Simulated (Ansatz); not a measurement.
**Electron–phonon scattering in ZnCu in the L11 ordering**

How good a conductor is ZnCu in the L11 ordering when only phonons scatter, and how much computing does the answer need?

Program: Ansatz 0.2.0. Level of theory: DFT PBEsol, scalar-relativistic, plane waves, PAW. Results are calculated unless marked as measured.

The structure was built from a prototype and need not be the compound's stable phase.

## Step 1: The starting structure

It takes space group R-3m (No. 166, trigonal). Conventional cell: a = 2.669 Å, b = 2.669 Å, c = 13.075 Å, α = 90.00°, β = 90.00°, γ = 120.00°. Nearest to Cu lie 6 Cu at 2.67 Å and 6 Zn at 2.67 Å. Nearest to Zn lie 6 Cu at 2.67 Å and 6 Zn at 2.67 Å. Farther neighbours are not listed.

Structure file:

```cif
data_structure
_symmetry_space_group_name_H-M 'P 1'
_symmetry_Int_Tables_number 1
_cell_length_a 4.6228
_cell_length_b 4.6228
_cell_length_c 4.6228
_cell_angle_alpha 33.557
_cell_angle_beta 33.557
_cell_angle_gamma 33.557
_cell_volume 26.89
loop_
_atom_site_label
_atom_site_type_symbol
_atom_site_fract_x
_atom_site_fract_y
_atom_site_fract_z
_atom_site_occupancy
Cu1 Cu 0.00000 0.00000 0.00000 1
Zn2 Zn 0.50000 0.50000 0.50000 1
```

## Step 2: Rough relaxation

Large forces or a large pressure at the start call for a first relaxation with loose thresholds.

input.yaml reads:

```yaml
crystal:
  lattice:
    - [3.7745, 1.88725, 1.88725]
    - [1.88725, 3.7745, 1.88725]
    - [1.88725, 1.88725, 3.7745]
  atoms:
    - { symbol: Cu, position: [0.0, 0.0, 0.0] }
    - { symbol: Zn, position: [0.5, 0.5, 0.5] }
kpoints:
  mp_grid: { grid: [9, 9, 9] }
hamiltonian:
  xc: pbesol
scf:
  occupations: { method: gaussian, width: 0.1 }
output:
  forces: true
  stress: true
  eigenvalues: true
relax:
  adjacent_minimum: "off"
  f_tol: 0.05
  max_steps: 80
  cell: { stress_tol: 0.5 }
```

The run is started by

```console
> ansatz run input.yaml --threads 4 --pin off --max-ram 8192MiB --backend cpu --events-out ev --progress --plain --runs-dir out
```

Numbers of over 12 decimals in the logs are rounded to 6 here.

The log of the run:

```text
The last accepted step is kept in <dir> (removed where the run ends without a failure and the disk answers)
basis.fft_grid_basis auto: the FFT boxes are laid along the combinations [[1, 0, -1], [0, 1, -1], [0, 0, 1]] of the cell's own vectors, 2.669, 2.669 and 4.623 Å long. The dense box has 18×18×32 points. Along the cell's own vectors, as sized, it would have 32×32×32, 3.16 times as many. Of the 12 symmetry operations that the crystal satisfies within crystal.symmetry.tolerance (time reversal apart; of a slab, those that [...]
Engine: ansatz 0.2.0, x86_64-unknown-linux-gnu
Pseudopotentials: kind: paw
Pseudopotential: Cu, paw, valence charge 19, recommended cutoff 420 eV (normal), Cu.paw.azcp
Pseudopotential: Zn, paw, valence charge 12, recommended cutoff 420 eV (normal), Zn.paw.azcp
Functional definition: PBEsol
  exchange = pbesol_x
  correlation = pbesol_c
Crystal: 2 atoms, lattice volume = 26.887 Å³
Basis set: ecut = 420 eV, 525 PW (Γ), FFT grids on a1−a3, a2−a3, a3, exchange–correlation on 36×36×64 points (8 copies of the dense FFT grid, shifted against one another)
Bands: 20, of which v1, the nominal top of the filled ones, is band 16 counted from 1 (15 counted from 0)
Symmetry: 12 space group operations
Space group: R-3m (ITA 166), of the structure as read, at distance tolerance 3.0e-5 Å
k-points: 85 of 729
Non-local potential: Cu, projectors of the file, l = 0: 3, l = 1: 2, l = 2: 3, l = 3: 1
Non-local potential: Zn, projectors of the file, l = 0: 2, l = 1: 2, l = 2: 3, l = 3: 1
PAW form: soft (Blöchl's): semilocal exchange-correlation on the pseudo side does not see the compensation charge
PAW frozen core: Cu, regenerated for the run's functional, and the local potential with it (the file was generated under x = pbe(κ = 0.804, μ = 0.219515), c = pbe(β = 0.066725))
PAW frozen core: Zn, regenerated for the run's functional, and the local potential with it (the file was generated under x = pbe(κ = 0.804, μ = 0.219515), c = pbe(β = 0.066725))
PAW one-centre angular grid: Cu, 590 points (default); XC on 64 Gauss nodes
PAW one-centre angular grid: Zn, 590 points (default); XC on 64 Gauss nodes
Initial density: superposition of atomic densities (neutral atoms: chi_scale 0, normalization atom), corrected by the library's trained network
Initial wavefunctions: pseudopotential atomic-orbital guess
Functional: x = pbesol(κ = 0.804, μ = 0.123457), c = pbesol(β = 0.046)
SCF iter   1: F=—  HF=-9869.767999 eV  |F-HF|=—  |Δ(HF+E_count)|=         —  Δρ=1.29e-2  dr2=2.56e-2  ethr=1.77e-3  ⟨swp⟩=5.4  Hψ=7291  notcnv=0
preconditioner: auto → none  [metal: Δε(μ)=0.056 eV  Ē_g=12.362 eV  σ=0.100 eV  W_gap=0.31  n_scr=8 (ndim 8)  ℏωp=34.3 eV  f_vac=0.000  D(μ)=0.46/eV (n_scr^D=2)  sad-step TF]
SCF iter   2: F=—  HF=-9869.763376 eV  |F-HF|=—  |Δ(HF+E_count)|=   4.62e-3  Δρ=2.76e-3  dr2=1.86e-3  ethr=8.26e-5  ⟨swp⟩=2.2  Hψ=3124  notcnv=0  defer=6
SCF iter   3: F=—  HF=-9869.762989 eV  |F-HF|=—  |Δ(HF+E_count)|=   3.86e-4  Δρ=1.17e-3  dr2=2.02e-4  ethr=6.01e-6  ⟨swp⟩=1.5  Hψ=1793  notcnv=0  defer=6
SCF iter   4: F=—  HF=-9869.762948 eV  |F-HF|=—  |Δ(HF+E_count)|=   4.08e-5  Δρ=9.85e-5  dr2=1.74e-6  ethr=6.50e-7  ⟨swp⟩=2.4  Hψ=2734  notcnv=0  defer=6
SCF iter   5: F=—  HF=-9869.762941 eV  |F-HF|=—  |Δ(HF+E_count)|=   7.70e-6  Δρ=5.56e-5  dr2=4.17e-7  ethr=5.60e-9  ⟨swp⟩=2.1  Hψ=2864  notcnv=0  defer=6
SCF iter   6: F=-9869.762941 eV  HF=-9869.762941 eV  |F-HF|=3.37e-8  |Δ(HF+E_count)|=   9.26e-8  Δρ=1.62e-5  dr2=2.17e-8  ethr=3.23e-10  ⟨swp⟩=4.8  Hψ=8040  notcnv=0
SCF 1 converged in 6 iterations: F = -9869.762941 eV  dr2 = 2.17e-8
  greatest PAW one-centre occupation: 1.000 electrons in one spin orbital (limit 2), on the Cu atom at site 0 (counted from 0), in its partial waves of l = 0
relax step   1: F+E_penalty+E_count = -9869.76294066 eV  Δ(F+E_penalty+E_count) = +0.000e0 eV  max|allowed force component| = 3.366e-29 eV/Å  Δτ_max = 0.0000 Å  P = -9.111 GPa  Ω = 26.887 Å³  (6 SCF iters, dr2 threshold 1.00e-7 eV, accepted)
Crystal: 2 atoms, lattice volume = 25.416 Å³
Basis set: ecut = 420 eV, 501 PW (Γ), FFT grids on a1−a3, a2−a3, a3, exchange–correlation on 36×36×64 points (8 copies of the dense FFT grid, shifted against one another)
Initial density: handed on by an earlier stage of this run
Initial wavefunctions: those handed on with the density
iter 1 solved again at ethr=2.37e-4 eV; its pass at ethr=3.10e-3 eV (dr2=7.36e-2 eV) is discarded
SCF iter   1: F=—  HF=-9869.844843 eV  |F-HF|=—  |Δ(HF+E_count)|=         —  Δρ=2.02e-2  dr2=7.44e-2  ethr=2.37e-4  ⟨swp⟩=1.3  Hψ=9263  notcnv=0
preconditioner: auto → none  [metal: Δε(μ)=0.080 eV  Ē_g=12.768 eV  σ=0.100 eV  W_gap=0.43  n_scr=8 (ndim 8)  ℏωp=35.3 eV  f_vac=0.000  D(μ)=0.31/eV (n_scr^D=2)]
SCF iter   2: F=—  HF=-9869.832201 eV  |F-HF|=—  |Δ(HF+E_count)|=   1.26e-2  Δρ=1.80e-3  dr2=1.42e-3  ethr=2.37e-4  ⟨swp⟩=2.0  Hψ=2536  notcnv=0
SCF iter   3: F=—  HF=-9869.831193 eV  |F-HF|=—  |Δ(HF+E_count)|=   1.01e-3  Δρ=1.56e-3  dr2=4.79e-4  ethr=4.57e-6  ⟨swp⟩=2.0  Hψ=3083  notcnv=0
SCF iter   4: F=—  HF=-9869.831083 eV  |F-HF|=—  |Δ(HF+E_count)|=   1.10e-4  Δρ=2.84e-4  dr2=1.17e-5  ethr=1.54e-6  ⟨swp⟩=2.4  Hψ=2584  notcnv=0
SCF iter   5: F=—  HF=-9869.831080 eV  |F-HF|=—  |Δ(HF+E_count)|=   3.24e-6  Δρ=1.18e-4  dr2=7.79e-7  ethr=3.77e-8  ⟨swp⟩=2.1  Hψ=2677  notcnv=0
SCF iter   6: F=—  HF=-9869.831081 eV  |F-HF|=—  |Δ(HF+E_count)|=   1.08e-6  Δρ=3.53e-5  dr2=7.29e-8  ethr=6.45e-10  ⟨swp⟩=6.5  Hψ=8589  notcnv=0
SCF iter   7: F=-9869.831081 eV  HF=-9869.831081 eV  |F-HF|=1.30e-9  |Δ(HF+E_count)|=   1.59e-7  Δρ=1.91e-6  dr2=8.34e-10  ethr=2.35e-10  ⟨swp⟩=4.4  Hψ=6359  notcnv=0
SCF 2 converged in 7 iterations: F = -9869.831081 eV  dr2 = 8.34e-10
relax step   2: F+E_penalty+E_count = -9869.83108075 eV  Δ(F+E_penalty+E_count) = -6.814e-2 eV  max|allowed force component| = 3.997e-29 eV/Å  Δτ_max = 0.0000 Å  P = -3.543 GPa  Ω = 25.416 Å³  energy of the carried Pulay correction = +8.613e-4 eV  (7 SCF iters, dr2 threshold 2.00e-7 eV, accepted)
Crystal: 2 atoms, lattice volume = 24.519 Å³
Basis set: ecut = 420 eV, 493 PW (Γ), FFT grids on a1−a3, a2−a3, a3, exchange–correlation on 36×36×64 points (8 copies of the dense FFT grid, shifted against one another)
iter 1 solved again at ethr=9.42e-5 eV; its pass at ethr=3.10e-3 eV (dr2=2.92e-2 eV) is discarded
SCF iter   1: F=—  HF=-9869.846653 eV  |F-HF|=—  |Δ(HF+E_count)|=         —  Δρ=1.30e-2  dr2=2.97e-2  ethr=9.42e-5  ⟨swp⟩=2.0  Hψ=9969  notcnv=0
preconditioner: auto → none  [metal: Δε(μ)=0.061 eV  Ē_g=13.096 eV  σ=0.100 eV  W_gap=0.32  n_scr=8 (ndim 8)  ℏωp=36.0 eV  f_vac=0.000  D(μ)=0.35/eV (n_scr^D=2)]
SCF iter   2: F=—  HF=-9869.841383 eV  |F-HF|=—  |Δ(HF+E_count)|=   5.27e-3  Δρ=1.13e-3  dr2=4.59e-4  ethr=9.42e-5  ⟨swp⟩=2.0  Hψ=2436  notcnv=0
SCF iter   3: F=—  HF=-9869.841109 eV  |F-HF|=—  |Δ(HF+E_count)|=   2.74e-4  Δρ=7.49e-4  dr2=1.18e-4  ethr=1.48e-6  ⟨swp⟩=2.2  Hψ=2822  notcnv=0
SCF iter   4: F=—  HF=-9869.841068 eV  |F-HF|=—  |Δ(HF+E_count)|=   4.09e-5  Δρ=1.28e-4  dr2=1.46e-6  ethr=3.79e-7  ⟨swp⟩=2.3  Hψ=2183  notcnv=0
SCF iter   5: F=—  HF=-9869.841070 eV  |F-HF|=—  |Δ(HF+E_count)|=   1.66e-6  Δρ=4.64e-5  dr2=1.24e-7  ethr=4.71e-9  ⟨swp⟩=2.0  Hψ=3008  notcnv=0
SCF iter   6: F=-9869.841070 eV  HF=-9869.841070 eV  |F-HF|=2.03e-7  |Δ(HF+E_count)|=   2.81e-7  Δρ=2.83e-5  dr2=1.03e-7  ethr=4.00e-10  ⟨swp⟩=6.1  Hψ=8649  notcnv=0
SCF 3 converged in 6 iterations: F = -9869.841070 eV  dr2 = 1.03e-7
relax step   3: F+E_penalty+E_count = -9869.84107006 eV  Δ(F+E_penalty+E_count) = -9.989e-3 eV  max|allowed force component| = 8.835e-29 eV/Å  Δτ_max = 0.0000 Å  P = +1.101 GPa  Ω = 24.519 Å³  energy of the carried Pulay correction = +1.409e-3 eV  (6 SCF iters, dr2 threshold 2.00e-7 eV, accepted)
[...]
relax step   4: F+E_penalty+E_count = -9869.84173817 eV  Δ(F+E_penalty+E_count) = -6.681e-4 eV  max|allowed force component| = 8.415e-29 eV/Å  Δτ_max = 0.0000 Å  P = -0.072 GPa  Ω = 24.726 Å³  energy of the carried Pulay correction = +1.281e-3 eV  (6 SCF iters, dr2 threshold 2.00e-7 eV, accepted)
Basis set: ecut = 420 eV, 499 PW (Γ), FFT grids on a1−a3, a2−a3, a3, exchange–correlation on 36×36×60 points (8 copies of the dense FFT grid, shifted against one another)
Initial wavefunctions: pseudopotential atomic-orbital guess (no wavefunctions were taken with the density)
iter 1 solved again at ethr=3.73e-8 eV; its pass at ethr=3.10e-3 eV (dr2=1.16e-5 eV) is discarded
SCF iter   1: F=—  HF=-9869.840315 eV  |F-HF|=—  |Δ(HF+E_count)|=         —  Δρ=1.83e-4  dr2=1.62e-6  ethr=3.73e-8  ⟨swp⟩=3.2  Hψ=12386  notcnv=0
preconditioner: auto → none  [metal: Δε(μ)=0.080 eV  Ē_g=13.088 eV  σ=0.100 eV  W_gap=0.42  n_scr=8 (ndim 8)  ℏωp=35.8 eV  f_vac=0.000  D(μ)=0.31/eV (n_scr^D=2)]
SCF iter   2: F=—  HF=-9869.840309 eV  |F-HF|=—  |Δ(HF+E_count)|=   5.52e-6  Δρ=1.66e-4  dr2=3.01e-6  ethr=5.22e-9  ⟨swp⟩=2.1  Hψ=3037  notcnv=0
SCF iter   3: F=—  HF=-9869.840310 eV  |F-HF|=—  |Δ(HF+E_count)|=   3.44e-7  Δρ=5.02e-5  dr2=3.39e-7  ethr=5.22e-9  ⟨swp⟩=2.0  Hψ=2582  notcnv=0
SCF iter   4: F=—  HF=-9869.840309 eV  |F-HF|=—  |Δ(HF+E_count)|=   2.79e-7  Δρ=7.14e-6  dr2=4.46e-9  ethr=1.09e-9  ⟨swp⟩=2.0  Hψ=2689  notcnv=0
iter 5 did not close the SCF: its close was put off for the readings that it lacked (scf_convergence_deferred on its scf_iter line)
SCF iter   5: F=-9869.840309 eV  HF=-9869.840309 eV  |F-HF|=1.82e-10  |Δ(HF+E_count)|=  6.73e-10  Δρ=2.49e-6  dr2=5.00e-10  ethr=1.44e-11  ⟨swp⟩=2.1  Hψ=2650  notcnv=0
SCF iter   6: F=-9869.840309 eV  HF=-9869.840309 eV  |F-HF|=1.46e-11  |Δ(HF+E_count)|=  2.84e-10  Δρ=6.99e-7  dr2=5.49e-11  ethr=1.61e-12  ⟨swp⟩=3.1  Hψ=6516  notcnv=0
SCF 5 converged in 6 iterations: F = -9869.840309 eV  dr2 = 5.49e-11
relax step   5: F+E_penalty+E_count = -9869.84030948 eV  Δ(F+E_penalty+E_count) = +1.429e-3 eV  max|allowed force component| = 2.188e-28 eV/Å  Δτ_max = 0.0000 Å  P = -0.049 GPa  Ω = 24.726 Å³  stress off target by 1.09e-1 GPa  SCF on the basis re-selected at this cell (its energy is not comparable with the rows above)  (6 SCF iters)
basis re-selected at this cell: Δ(F+E_penalty+E_count) = +1.429e-3 eV, ΔP = +0.023 GPa vs the last step (what re-selecting the basis moved, of the pressure what is left beyond the Pulay correction that the steps carried, after the strain that the cell walked since its last selection, with what the two solves' SCF thresholds leave and, on support functions, any second-order correction that the steps lacked; it is no measure of the basis error at this ecutwfc). The dense FFT grid was sized anew with the basis: this SCF ran on 18×18×30 points, the steps before it on 18×18×32, so part of this shift can come from that change (see relax.cell in the input reference). [rest of the remark cut]
SCF converged after 6 iterations
Free energy (F): -9869.840309 eV
Harris-Foulkes:  -9869.840309 eV  (|F-HF|=1.46e-11)
Internal energy: -9869.838742 eV  (E = F + TS)
E sigma→0 (E₀):  -9869.839526 eV
Entropy (-TS):   -0.001568 eV (-0.784 meV/atom)
Fermi energy:    14.999075 eV
--- Per-component energies (eV) ---
  E_band       = -304.055878
  E_kinetic    = 432.793148
  E_local      = -5783.553183  (includes V_loc(G=0)·N_el)
  E_nonlocal   = 1003.063196
  E_hartree    = 2526.726296
  E_xc         = -226.470109
  E_vxc        = -170.170998  (∫ρ·V_xc dr)
  E_paw        = -3413.658510  (= ΣΔE_a)
  E_vpaw       = -839.640390  (= ΣTr[D̂ρ^β])
  E_aug_tail   = -0.000110  (compensation charges beyond the density's cutoff)
  E_ewald      = -4409.743027
  E_core_change = 1.003557  (= ΣΔE_core)
  E_smearing   = -0.001568  (= −TS)
  E_closure    = 0.000000  (closes the sum)
  Σ components = -9869.840309   (vs F -9869.840309, Δ=0.00e0)
--- Forces (eV/Å), atoms counted from 1 ---
  atom   1  Cu    -0.00000000     0.00000000    -0.00000000
  atom   2  Zn     0.00000000    -0.00000000     0.00000000
  max |Σ_I F_I| component: 1.01e-28 eV/Å
--- Stress (GPa, compression-positive) ---
       -0.048536      -0.030300      -0.030300
       -0.030300      -0.048536      -0.030300
       -0.030300      -0.030300      -0.048536
  P = ⅓ Tr σ = -0.0485 GPa (-0.485 kbar)
--- Band table (eV; the first three rows and the last of 85) ---
  k-point 0: bands = [... 12 lower, 11.8425, 12.4562, 12.4562, 12.7736, 16.8460, 33.4517, 33.4517, 34.0050]
  k-point 1: bands = [... 12 lower, 11.8601, 11.9614, 12.4199, 13.7728, 17.1127, 29.4413, 31.8992, 33.0558]
  k-point 2: bands = [... 12 lower, 11.6720, 12.2737, 12.3279, 15.0586, 18.1174, 24.3370, 28.6128, 29.9025]
  k-point 84: bands = [... 12 lower, 11.7175, 11.9183, 12.3753, 12.3858, 25.7656, 26.7533, 29.1024, 31.3138]
--- Relaxed structure (4 steps of the walk, 4 accepted, 1 SCFs on fresh bases) ---
  F+E_penalty+E_count = -9869.84030948 eV   max|allowed force component| = 2.188e-28 eV/Å   (the final SCF, on the basis selected at the relaxed cell)
  cell:  # Å, volume = 24.7263 Å³
    - [3.632926, 1.778454, 1.778454]
    - [1.778454, 3.632926, 1.778454]
    - [1.778454, 1.778454, 3.632926]
  atoms:
    - { symbol: Cu, position: [0, 0, 0] }
    - { symbol: Zn, position: [0.5, 0.5, 0.5] }
```

Elapsed: 3.1 s, on 4 threads of Intel Xeon Platinum 8488C (Sapphire Rapids), shared host; peak memory 0.42 GiB.

Step by step:

| step | energy less that of the first step (eV) | largest force component (eV/Å) | pressure (GPa) | volume (Å³) |
| --- | --- | --- | --- | --- |
| 1 | 0.0000 | 0.0000 | -9.11 | 26.89 |
| 2 | -0.0681 | 0.0000 | -3.54 | 25.42 |
| 3 | -0.0781 | 0.0000 | 1.10 | 24.52 |
| 4 | -0.0788 | 0.0000 | -0.07 | 24.73 |
| 5* | -0.0774 | 0.0000 | -0.05 | 24.73 |

Relaxation steps marked * repeat the geometry before them on a plane-wave basis chosen anew for their cell, so energy and pressure can jump there.

The run keeps the 12 symmetry operations that it works with, so distortions that break them were not tested.

| conventional cell, symmetrised | before | after | change |
| --- | --- | --- | --- |
| a (Å) | 2.669 | 2.623 | -1.7 % |
| b (Å) | 2.669 | 2.623 | -1.7 % |
| c (Å) | 13.075 | 12.453 | -4.8 % |
| volume (Å³/atom) | 13.44 | 12.36 | -8.0 % |

Final coordinates:

```xyz
2
Lattice="3.6329 1.7785 1.7785 1.7785 3.6329 1.7785 1.7785 1.7785 3.6329" Properties=species:S:1:pos:R:3 pbc="T T T"
Cu    0.0000    0.0000    0.0000
Zn    3.5949    3.5949    3.5949
```

Numbers from this step:

```
pressure          : -0.04854 GPa
volume per atom   : 12.36 Å³
metallic on mesh  : yes
gap on the k-mesh : 0 eV
```

The largest force is now zero by symmetry and the largest stress component 0.049 GPa.

## Step 3: Relaxation

The structure is brought to rest under this functional.

input.yaml, the sections that differ from step 2:

```yaml
crystal:
  lattice:
    - [3.6329264721, 1.7784542915, 1.7784542915]
    - [1.7784542915, 3.6329264721, 1.7784542915]
    - [1.7784542915, 1.7784542915, 3.6329264721]
  atoms:
    - { symbol: Cu, position: [0.0, 0.0, 0.0] }
    - { symbol: Zn, position: [0.5, 0.5, 0.5] }
kpoints:
  mp_grid: { grid: [15, 15, 15] }
relax:
  adjacent_minimum: "off"
  f_tol: 0.005
  max_steps: 80
  cell: { stress_tol: 0.05 }
# hamiltonian, scf, output: as in step 2
```

The log of the run:

```text
[the first part of the log is left out]
  E_xc         = -226.475103
  E_vxc        = -170.177615  (∫ρ·V_xc dr)
  E_paw        = -3413.549148  (= ΣΔE_a)
  E_vpaw       = -839.433742  (= ΣTr[D̂ρ^β])
  E_aug_tail   = -0.000111  (compensation charges beyond the density's cutoff)
  E_ewald      = -4409.852530
  E_core_change = 1.003557  (= ΣΔE_core)
  E_smearing   = -0.002383  (= −TS)
  E_closure    = -0.000000  (closes the sum)
  Σ components = -9869.815540   (vs F -9869.815540, Δ=0.00e0)
[...]
--- Stress (GPa, compression-positive) ---
       -0.005583      -0.000956      -0.000956
       -0.000956      -0.005583      -0.000956
       -0.000956      -0.000956      -0.005583
  P = ⅓ Tr σ = -0.0056 GPa (-0.056 kbar)
--- Band table (eV; the first three rows and the last of 344) ---
[...]
--- Relaxed structure (3 steps of the walk, 3 accepted, 1 SCFs on fresh bases) ---
[...]
cell:  # Å, volume = 24.7219 Å³
    - [3.634188, 1.780595, 1.780595]
    - [1.780595, 3.634188, 1.780595]
    - [1.780595, 1.780595, 3.634188]
  atoms:
    - { symbol: Cu, position: [0, 0, 0] }
    - { symbol: Zn, position: [0.500000, 0.500000, 0.500000] }
```

Wall time 7.5 s (4 threads); peak memory 0.54 GiB; 27 s of CPU time.

Step by step:

| step | energy less that of the first step (eV) | largest force component (eV/Å) | pressure (GPa) | volume (Å³) |
| --- | --- | --- | --- | --- |
| 1 | 0.0000 | 0.0000 | -0.02 | 24.73 |
| 2 | 0.0000 | 0.0000 | -0.01 | 24.72 |
| 3 | 0.0000 | 0.0000 | -0.01 | 24.72 |
| 4 | 0.0000 | 0.0000 | -0.01 | 24.72 |

The log counts 1 steps on a newly chosen plane-wave basis, not all of them marked here; energy and pressure can jump at such steps.

| conventional cell, symmetrised | before | after | change |
| --- | --- | --- | --- |
| a (Å) | 2.623 | 2.621 | -0.0 % |
| b (Å) | 2.623 | 2.621 | -0.0 % |
| c (Å) | 12.453 | 12.463 | +0.1 % |
| volume (Å³/atom) | 12.36 | 12.36 | -0.0 % |

The relaxed structure:

```xyz
2
Lattice="3.6342 1.7806 1.7806 1.7806 3.6342 1.7806 1.7806 1.7806 3.6342" Properties=species:S:1:pos:R:3 pbc="T T T"
Cu    0.0000    0.0000    0.0000
Zn    3.5977    3.5977    3.5977
```

This step gave:

| Property | Result |
| --- | --- |
| pressure | -0.005583 GPa |

The largest force is now zero by symmetry and the largest stress component 0.0056 GPa.

## Step 4: Relaxing tightly for phonons

No force is left; the cell is relaxed once more with another smearing and tight thresholds.

input.yaml, the sections that differ from step 3:

```yaml
crystal:
  lattice:
    - [3.6341877093, 1.7805947008, 1.7805947008]
    - [1.7805947008, 3.6341877093, 1.7805947008]
    - [1.7805947008, 1.7805947008, 3.6341877093]
  atoms:
    - { symbol: Cu, position: [0.0, 0.0, 0.0] }
    - { symbol: Zn, position: [0.5, 0.5, 0.5] }
scf:
  occupations: { method: methfessel_paxton, width: 0.2 }
relax:
  adjacent_minimum: "off"
  f_tol: 0.001
  max_steps: 60
  cell: { stress_tol: 0.01 }
# kpoints, hamiltonian, output: as in step 3
```

The log of the run:

```text
[the first part of the log is left out]
  E_xc         = -226.476010
  E_vxc        = -170.178748  (∫ρ·V_xc dr)
  E_paw        = -3413.550078  (= ΣΔE_a)
  E_vpaw       = -839.435642  (= ΣTr[D̂ρ^β])
  E_aug_tail   = -0.000112  (compensation charges beyond the density's cutoff)
  E_ewald      = -4409.904213
  E_core_change = 1.003557  (= ΣΔE_core)
  E_smearing   = 0.000383  (= −TS)
  E_closure    = -0.000000  (closes the sum)
  Σ components = -9869.814148   (vs F -9869.814148, Δ=0.00e0)
[...]
--- Stress (GPa, compression-positive) ---
       -0.003610       0.005509       0.005509
        0.005509      -0.003610       0.005509
        0.005509       0.005509      -0.003610
  P = ⅓ Tr σ = -0.0036 GPa (-0.036 kbar)
--- Band table (eV; the first three rows and the last of 344) ---
[...]
--- Relaxed structure (2 steps of the walk, 2 accepted, 1 SCFs on fresh bases) ---
[...]
cell:  # Å, volume = 24.7209 Å³
    - [3.634224, 1.780701, 1.780701]
    - [1.780701, 3.634224, 1.780701]
    - [1.780701, 1.780701, 3.634224]
  atoms:
    - { symbol: Cu, position: [0, 0, 0] }
    - { symbol: Zn, position: [0.500000, 0.500000, 0.500000] }
```

Run time: 5.3 s. Hardware: 4 threads; peak memory 0.53 GiB; 19 s of CPU time.

Little changed from the start: no atom moved by 0.005 Å and no cell edge by 0.1 %.

Numbers from this step:

```yaml
pressure: -0.003610 GPa
```

The largest force is now zero by symmetry and the largest stress component 0.0055 GPa, small enough for phonons.

(Part 1 of 5 ends here.)

[Logs are printed without paths, hosts, clocks, repeated set-up lines and the standing remarks that a program may print on its own settings, such as how far it seeks lower states.]

[Hosts, paths, dates, database ids (printed as entryN), source tags and the programs' standing remarks are cut or masked in the printed files.]
